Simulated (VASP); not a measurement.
Bi, 1 atom in the cell. It takes space group Im-3m (No. 229, cubic). The conventional cell has a = 3.988 Å, b = 3.988 Å, c = 3.988 Å, α = 90.00°, β = 90.00°, γ = 90.00°. Around Bi (site symmetry m-3m) lie 8 Bi at 3.45 Å. This isn't the form of Bi at room conditions, which is rhombohedral. The cell isn't the ideal one: a relaxed cell with its volume scaled by 1.02.

| Property | Result |
| --- | --- |
| Program | VASP 6.6.1 |
| Task | relaxation of the atoms |
| Functional | r2SCAN |
| Potentials or basis | VASP PAW PBE potentials, release 64 (Bi_d) |
| Cutoff | 600 eV |
| k mesh | 14 × 14 × 14 |
| Occupations | methfessel-paxton, width 0.1 eV |
| Spin | no spin polarisation |
| Further INCAR settings | ALGO = Normal; EDIFF = 1e-07; IBRION = 2; EDIFFG = -0.01; NSW = 40 |

Potentials or basis: VASP PAW PBE potentials, release 64 (Bi_d).

The run is started by

```console
$ cat potpaw_PBE.64/Bi_d/POTCAR > POTCAR
$ mpirun -np 1 vasp_std > vasp.out
```

Hardware: 1 thread of Intel(R) Xeon(R) 6975P-C (Granite Rapids) (shared host).

Question: Estimate the wall time of this run.

Answer: It took 84 s on 1 thread of Intel(R) Xeon(R) 6975P-C (Granite Rapids), on a shared host, peak memory 0.19 GiB. Counts: scf iterations 19, k points 104, ion steps 1.
